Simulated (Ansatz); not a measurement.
Crystal: Al2O3.

```
Al O
1.0
     4.61378    0.00000    0.00000
     0.00000    9.56328    0.00000
     0.00000    0.00000    3.11986
Al O
4 6
Direct
  0.98298 0.82457 0.00000
  0.01702 0.17543 0.00000
  0.48297 0.67543 0.50000
  0.51702 0.32457 0.50000
  0.50000 0.50000 0.50000
  0.12363 0.75305 0.50000
  0.37637 0.25305 0.00000
  0.62364 0.74695 0.00000
  0.00000 0.00000 0.00000
  0.87636 0.24695 0.50000
```

Measurements of this composition are mostly on another form, of space group No. 167.

- Program: Ansatz 0.2.0
- Task: relaxation of cell and atoms
- Functional: RPBE
- Dispersion: D3(BJ)
- Potentials or basis: Ansatz PAW
- Cutoff: 420 eV (not typed: the program's choice for these potentials)
- k mesh: 6 × 3 × 9
- Occupations: fermi-dirac, width 0.05 eV
- Spin: no spin polarisation

At the start: volume 13.77 Å³/atom.

Question: Where does the relaxation end?

Answer: It ends after 13 steps and the volume is 13.01 Å³/atom (-5.5 %); space group Pnnm (No. 58, to 0.05 Å).

The path:
| step | energy change (eV) | largest force (eV/Å) | volume (Å³) |
| --- | --- | --- | --- |
| 1 | 0.0000 | 0.2469 | 137.66 |
| 2 | -0.1218 | 0.1765 | 135.20 |
| 3 | -0.1886 | 0.0394 | 132.07 |
| 4 | -0.1893 | 0.0124 | 132.18 |
| 5 | -0.1902 | 0.0192 | 132.01 |
| 6 | -0.1946 | 0.0215 | 130.82 |
| 7 | -0.1958 | 0.0060 | 130.62 |
| 8 | -0.1951 | 0.0018 | 130.87 |
| 9 | -0.1821 | 0.0014 | 130.87 |
| 10 | -0.1848 | 0.0058 | 130.13 |
| 11 | -0.1824 | 0.0059 | 130.13 |
| 12 | -0.1826 | 0.0027 | 130.09 |
| 13 | -0.1825 | 0.0027 | 130.09 |

Final structure:
```yaml
crystal:
  lattice:
    - [4.62078, 0.00000, 0.00000]
    - [0.00000, 9.38836, 0.00000]
    - [0.00000, 0.00000, 2.99874]
  atoms:
    - { symbol: Al, position: [0.96648, 0.82233, 0.00000] }
    - { symbol: Al, position: [0.03352, 0.17767, 0.00000] }
    - { symbol: Al, position: [0.46648, 0.67767, 0.50000] }
    - { symbol: Al, position: [0.53352, 0.32233, 0.50000] }
    - { symbol: O, position: [0.50000, 0.50000, 0.50000] }
    - { symbol: O, position: [0.09837, 0.73950, 0.50000] }
    - { symbol: O, position: [0.40163, 0.23950, 0.00000] }
    - { symbol: O, position: [0.59837, 0.76050, 0.00000] }
    - { symbol: O, position: [0.00000, 0.00000, 0.00000] }
    - { symbol: O, position: [0.90163, 0.26050, 0.50000] }
```

Caveat: the plane-wave basis is chosen anew once the cell has moved, so the energies of steps on either side of that aren't comparable; the pressure holds a Pulay correction of +0.5 GPa for the finite cutoff; the PAW data sets come from PBE, with cores solved anew for the run's functional, which leaves a small shift of forces and pressure.
